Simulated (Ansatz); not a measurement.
## TaAs: reading a single point

```
CELL_PARAMETERS angstrom
0.00000 3.49614 0.00000
3.49614 0.00000 0.00000
1.74807 1.74807 -5.97914
ATOMIC_POSITIONS crystal
Ta 0.00000 0.00000 0.00000
Ta 0.75000 0.25000 0.50000
As 0.50000 0.50000 0.00000
As 0.25000 0.75000 0.50000
```

Level: r2SCAN, no spin polarisation; 500 eV; 10×10×10 Γ-centred mesh; gaussian occupations (width 0.1032 eV); Ansatz 0.2.0, fixed geometry.

Task: Are the atoms at rest?

Result: The forces vanish by the symmetry of the sites.

Task: Is there a gap?

Result: It is a metal, with about 2.5 states/eV a cell as the mean within 0.25 eV of the Fermi level, mostly Ta d (75 %) and As p (19 %).

Task: Is the cell too large or too small?

Result: The pressure is 7.0 GPa (compression positive), so with the atoms held at these fractions the cell would first expand. The principal stresses -14.1, 17.6, 17.6 GPa differ, so its shape would change too.

Task: Is it stable against the elements?

Result: 0.21 eV an atom against the elements' usual phases (free molecules for gases, crystals otherwise, with no correction for O₂ or N₂), so at this geometry it isn't bound against them. Relaxing would lower it.

Origin: a known structure type with other elements, at an estimated volume, so it need not be a known compound. Caveats: many states at the Fermi level without spin polarisation, so a magnetic state may lie lower.
